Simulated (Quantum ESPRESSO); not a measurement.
CuI (Marshite):

```
I Cu
1.0
     0.00000    3.03150    3.03150
     3.03150    0.00000    3.03150
     3.03150    3.03150    0.00000
I Cu
1 1
Direct
  0.00000 0.00000 0.00000
  0.75000 0.75000 0.75000
```

Base run:

* Program: Quantum ESPRESSO 7.5
* Functional: WC
* Potentials or basis: GBRV 1.5 PBE
* Cutoff: 762 eV
* Density cutoff: 6095 eV
* k mesh: 6 × 6 × 6, shifted
* Occupations: fermi-dirac, width 0.05 eV
* Spin: no spin polarisation

Its results: pressure -2.7 GPa; electronic dielectric tensor (diagonal) 6.66.

Question: The run is repeated on the same cell with these changes: functional from WC to PBE. What comes out?

Answer: Pressure 0.2 GPa; electronic dielectric tensor (diagonal) 6.39.

PBE binds less tightly than WC, so the same cell stands under more pressure.

Caveats: the potentials were made for another functional, which shifts forces and pressure (some runs).
